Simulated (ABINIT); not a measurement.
# BN (P6_3mc) in ABINIT: equation of state

How stiff is BN in PBE, and what volume does it want? The cell is scaled to several volumes.

Everything below comes from runs of ABINIT 10.8.3 (patched build). Logs are shortened: lines on timing, memory, paths and dates and some standing lists are left out, and cuts for length are marked. The log counts tension as positive stress, the text compression.

## 1. The crystal as given

The structure is hexagonal, space group P6_3mc (No. 186). Conventional cell: a = 2.554 Å, b = 2.554 Å, c = 4.227 Å, α = 90.00°, β = 90.00°, γ = 120.00°. N (site symmetry 3m) has 4 B at 1.57 to 1.58 Å as nearest neighbours. B (site symmetry 3m) is surrounded by 4 N at 1.57 to 1.58 Å.

Measurements of this composition are mostly on another form, of space group No. 194.

## 2. Equation of state, PBE

Contents of run.abi:

```
# Datasets: one volume each
ndtset 7
getwfk -1
scalecart1 3*0.9795861087
scalecart2 3*0.9864848297
scalecart3 3*0.9932883884
scalecart4 3*1.0000000000
scalecart5 3*1.0066227096
scalecart6 3*1.0131594038
scalecart7 3*1.0196128224

# Pseudopotentials
pp_dirpath "./"
pseudos "N.GGA_PBE-JTH.xml, B.GGA_PBE-JTH.xml"

# Structure
acell 4.826246386 4.8262463861 7.9875983185
rprim
     1.0000000000     0.0000000000     0.0000000000
    -0.5000000000     0.8660254038     0.0000000000
     0.0000000000     0.0000000000     1.0000000000
ntypat 2
znucl 7 5
natom 4
typat 1 1 2 2
xred
     0.3333333333     0.6666666667     0.1252760000
     0.6666666667     0.3333333333     0.6252760000
     0.3333333333     0.6666666667     0.4997240000
     0.6666666667     0.3333333333     0.9997240000

# Plane-wave basis
ecut 26.0
pawecutdg 48.0

# k points
kptopt 1
ngkpt 12 12 6
nshiftk 1
shiftk 0.0 0.0 0.0

# Exchange and correlation
ixc 11

# Bands and occupations
nband 12
occopt 3
tsmear 0.00183747

# SCF cycle
nstep 100
tolvrs 1.0e-9

# Output
iomode 3
prtwf 1
prtden 0
prteig 0
prtebands 0
```

Potentials or basis: JTH PAW PBE v2.0.

Command:

```console
$ abinit run.abi > log 2>&1
```

run.abo:

```text
.Version 10.8.3 of ABINIT
 DATASET    1 : space group P6_3 m c (#186); Bravais hP (primitive hexag.)
================================================================================
 Values of the parameters that define the memory need for DATASET  1.
     intxc =       0    ionmov =       0      iscf =      17    lmnmax =       8
     lnmax =       4     mgfft =      36  mpssoang =       2    mqgrid =    3001
     natom =       4  nloc_mem =       2    nspden =       1   nspinor =       1
    nsppol =       1      nsym =      12    n1xccc =       1    ntypat =       2
    occopt =       3   xclevel =       2
       mpw =         996          nfft =       20736          nkpt =          76
 PAW method is used; the additional fine FFT grid is defined by:
   mgfftf=        50    nfftf =     45000
================================================================================
================================================================================
[... 71 lines left out ...]
 DATASET    7 : space group P6_3 m c (#186); Bravais hP (primitive hexag.)
================================================================================
 Values of the parameters that define the memory need for DATASET  7.
     intxc =       0    ionmov =       0      iscf =      17    lmnmax =       8
     lnmax =       4     mgfft =      40  mpssoang =       2    mqgrid =    3001
     natom =       4  nloc_mem =       2    nspden =       1   nspinor =       1
    nsppol =       1      nsym =      12    n1xccc =       1    ntypat =       2
    occopt =       3   xclevel =       2
       mpw =        1105          nfft =       23040          nkpt =          76
 PAW method is used; the additional fine FFT grid is defined by:
   mgfftf=        54    nfftf =     55296
================================================================================
================================================================================

--------------------------------------------------------------------------------
------------- Echo of variables that govern the present computation ------------
--------------------------------------------------------------------------------
 -outvars: echo values of preprocessed input variables --------
            acell      4.8262463860E+00  4.8262463861E+00  7.9875983185E+00 Bohr
              amu      1.40067400E+01  1.08110000E+01
             ecut      2.60000000E+01 Hartree
           getwfk          -1
                       outvar_i_n : Printing only first  50 k-points.
              ixc          11
           jdtset        1    2    3    4    5    6    7
                       outvar_i_n : Printing only first  50 k-points.
         kptrlatt       12    0    0      0   12    0      0    0    6
          kptrlen1     4.69472421E+01
          kptrlen2     4.72778674E+01
          kptrlen3     4.76039320E+01
          kptrlen4     4.79255899E+01
          kptrlen5     4.82429872E+01
          kptrlen6     4.85562621E+01
          kptrlen7     4.88655460E+01
            natom           4
            nband          12
           ndtset           7
            ngfft1         24      24      36
            ngfft2         24      24      40
            ngfft3         24      24      40
            ngfft4         24      24      40
            ngfft5         24      24      40
            ngfft6         24      24      40
            ngfft7         24      24      40
          ngfftdg1         30      30      50
          ngfftdg2         30      30      50
          ngfftdg3         30      30      50
          ngfftdg4         32      32      50
          ngfftdg5         32      32      54
          ngfftdg6         32      32      54
          ngfftdg7         32      32      54
             nkpt          76
            nstep         100
             nsym          12
           ntypat           2
                       prtocc : prtvol=0, do not print more k-points.
           occopt           3
        pawecutdg      4.80000000E+01 Hartree
         pawxcdev           0
           prtden           0
        prtebands           0
           prteig           0
            rprim1     9.7958610870E-01  0.0000000000E+00  0.0000000000E+00
                      -4.8979305435E-01  8.4834645534E-01  0.0000000000E+00
                       0.0000000000E+00  0.0000000000E+00  9.7958610870E-01
            rprim2     9.8648482970E-01  0.0000000000E+00  0.0000000000E+00
[... 16 lines left out ...]
                       0.0000000000E+00  0.0000000000E+00  1.0196128224E+00
          spgroup         186
           tolvrs      1.00000000E-09
           tsmear      1.83747000E-03 Hartree
            typat      1  1  2  2
           useylm           1
                       outvars : Printing only first  50 k-points.
           xangst1    -1.7279222455E-11  1.4444170712E+00  5.1871385172E-01
                       1.2509018773E+00  7.2220853561E-01  2.5889980711E+00
                      -1.7279222455E-11  1.4444170712E+00  2.0691414224E+00
                       1.2509018773E+00  7.2220853561E-01  4.1394256418E+00
           xangst2    -1.7401371372E-11  1.4545893575E+00  5.2236688652E-01
                       1.2597113356E+00  7.2729467877E-01  2.6072310525E+00
                      -1.7401371372E-11  1.4545893575E+00  2.0837133210E+00
                       1.2597113356E+00  7.2729467877E-01  4.1685774870E+00
           xangst3    -1.7520847799E-11  1.4646213254E+00  5.2596953065E-01
                       1.2683992746E+00  7.3231066269E-01  2.6252125247E+00
                      -1.7520847799E-11  1.4646213254E+00  2.0980842119E+00
                       1.2683992746E+00  7.3231066269E-01  4.1973272060E+00
           xangst4    -1.7639093233E-11  1.4745177156E+00  5.2952348662E-01
                       1.2769698000E+00  7.3725885779E-01  2.6429509852E+00
                      -1.7639093233E-11  1.4745177156E+00  2.1122608866E+00
                       1.2769698000E+00  7.3725885779E-01  4.2256883852E+00
           xangst5    -1.7755917399E-11  1.4842830182E+00  5.3303036690E-01
[... 24 lines left out ...]
                       2.4131231930E+00  1.3932173251E+00  4.9944535262E+00
                      -3.3333055321E-11  2.7864346502E+00  3.9915945821E+00
                       2.4131231930E+00  1.3932173251E+00  7.9853937414E+00
            xcart5    -3.3553820999E-11  2.8048883977E+00  1.0072814102E+00
                       2.4291046071E+00  1.4024441989E+00  5.0275303415E+00
                      -3.3553820999E-11  2.8048883977E+00  4.0180297539E+00
                       2.4291046071E+00  1.4024441989E+00  8.0382786852E+00
            xcart6    -3.3771816635E-11  2.8231024690E+00  1.0138223818E+00
                       2.4448784555E+00  1.4115512345E+00  5.0601775569E+00
                      -3.3771816635E-11  2.8231024690E+00  4.0441215870E+00
                       2.4448784555E+00  1.4115512345E+00  8.0904767621E+00
            xcart7    -3.3987246267E-11  2.8410844982E+00  1.0202800233E+00
                       2.4604513496E+00  1.4205422491E+00  5.0924088562E+00
                      -3.3987246267E-11  2.8410844982E+00  4.0698810177E+00
                       2.4604513496E+00  1.4205422491E+00  8.1420098506E+00
             xred      3.3333333333E-01  6.6666666667E-01  1.2527600000E-01
                       6.6666666667E-01  3.3333333333E-01  6.2527600000E-01
                       3.3333333333E-01  6.6666666667E-01  4.9972400000E-01
                       6.6666666667E-01  3.3333333333E-01  9.9972400000E-01
            znucl        7.00000    5.00000

================================================================================

 chkinp: Checking input parameters for consistency, jdtset=   1.

 chkinp: Checking input parameters for consistency, jdtset=   2.
[... 40 lines left out ...]
 getcut: wavevector=  0.0000  0.0000  0.0000  ngfft=  30  30  50
         ecut(hartree)=     48.000   => boxcut(ratio)=   2.03613

--- Pseudopotential description ------------------------------------------------
- pspini: atom type   1  psp file is ./N.GGA_PBE-JTH.xml
 Pseudopotential format is: paw10
 basis_size (lnmax)=  4 (lmn_size=  8), orbitals=   0   0   1   1
 Spheres core radius: rc_sph= 1.20497474
 Shapefunction is SIN type: shapef(r)=[sin(pi*r/rshp)/(pi*r/rshp)]**2
 Radius for shape functions =  1.00243812
 Compensation charge density is not taken into account in XC energy/potential

- pspini: atom type   2  psp file is ./B.GGA_PBE-JTH.xml
 Pseudopotential format is: paw10
 basis_size (lnmax)=  4 (lmn_size=  8), orbitals=   0   0   1   1
 Spheres core radius: rc_sph= 1.70616958
 Shapefunction is SIN type: shapef(r)=[sin(pi*r/rshp)/(pi*r/rshp)]**2
 Radius for shape functions =  1.40269776
 Compensation charge density is not taken into account in XC energy/potential

   2.33230444E+02                                ecore*ucvol(ha*bohr**3)
--------------------------------------------------------------------------------

[... 1345 lines left out ...]
-Cartesian components of stress tensor (GPa)         [Pressure= -1.9574E+01 GPa]
- sigma(1 1)=  1.92811608E+01  sigma(3 2)=  0.00000000E+00
- sigma(2 2)=  1.92811608E+01  sigma(3 1)=  0.00000000E+00
- sigma(3 3)=  2.01603788E+01  sigma(2 1)=  3.04471688E-09

== END DATASET(S) ==============================================================
================================================================================

 -outvars: echo values of variables after computation  --------
            acell      4.8262463860E+00  4.8262463861E+00  7.9875983185E+00 Bohr
           etotal1    -2.5950668518E+01
           etotal2    -2.5952973636E+01
           etotal3    -2.5954295731E+01
           etotal4    -2.5954722437E+01
           etotal5    -2.5954323794E+01
           etotal6    -2.5953183203E+01
           etotal7    -2.5951365707E+01
            fcart1     1.7086310054E-27  2.3017833321E-27  7.2703250448E-04
                      -1.0251786033E-27 -3.2882619031E-28  7.2703250448E-04
                      -1.1390873369E-28 -8.5494809477E-28 -7.2703250448E-04
                      -5.6954366847E-28 -1.1180090470E-27 -7.2703250448E-04
            fcart2     1.1311214306E-28  6.5305326245E-29  3.7328651919E-04
                       1.1311214306E-28  6.5305326245E-29  3.7328651919E-04
                      -3.3933642919E-28 -1.9591597874E-28 -3.7328651919E-04
                       1.1311214306E-28  6.5305326245E-29 -3.7328651919E-04
            fcart3    -3.3701213411E-28 -1.9457404634E-28  4.3299523353E-05
                       1.1233737804E-28  6.4858015448E-29  4.3299523353E-05
[... 66 lines left out ...]
                       1.2769698000E+00  7.3725885779E-01  2.6429509852E+00
                      -1.7639093233E-11  1.4745177156E+00  2.1122608866E+00
                       1.2769698000E+00  7.3725885779E-01  4.2256883852E+00
           xangst5    -1.7755917399E-11  1.4842830182E+00  5.3303036690E-01
                       1.2854268001E+00  7.4214150910E-01  2.6604544820E+00
                      -1.7755917399E-11  1.4842830182E+00  2.1262497770E+00
                       1.2854268001E+00  7.4214150910E-01  4.2536738922E+00
           xangst6    -1.7871275722E-11  1.4939214896E+00  5.3649170000E-01
                       1.2937739612E+00  7.4696074480E-01  2.6777306444E+00
                      -1.7871275722E-11  1.4939214896E+00  2.1400569805E+00
                       1.2937739612E+00  7.4696074480E-01  4.2812959249E+00
           xangst7    -1.7985276174E-11  1.5034371697E+00  5.3990893672E-01
                       1.3020147819E+00  7.5171858483E-01  2.6947867135E+00
                      -1.7985276174E-11  1.5034371697E+00  2.1536882842E+00
                       1.3020147819E+00  7.5171858483E-01  4.3085660610E+00
             xred      3.3333333333E-01  6.6666666667E-01  1.2527600000E-01
                       6.6666666667E-01  3.3333333333E-01  6.2527600000E-01
                       3.3333333333E-01  6.6666666667E-01  4.9972400000E-01
                       6.6666666667E-01  3.3333333333E-01  9.9972400000E-01
 Calculation completed.
```

Run time: 5.9 min. Hardware: 1 thread of Intel Xeon at 2.50GHz (Skylake/Cascade Lake), shared host; peak memory 0.15 GiB.

What came out:

* Equilibrium volume: 5.97 Å³/atom
* Bulk modulus at fixed shape and positions: 373 GPa
* Pressure derivative of the bulk modulus: 3.7

Energy against volume, from the lowest point:
| volume (Å³/atom) | energy (meV/atom) |
| --- | --- |
| 5.611 | 27.58 |
| 5.730 | 11.90 |
| 5.850 | 2.90 |
| 5.969 | 0.00 |
| 6.088 | 2.71 |
| 6.208 | 10.47 |
| 6.327 | 22.84 |

Caveat: pressures at fixed basis lie under the slope of the energies; the cell was scaled at fixed shape and fractional positions, which overstates the stiffness of a crystal with free parameters, most of all of layers and chains; the atomic spheres overlap.
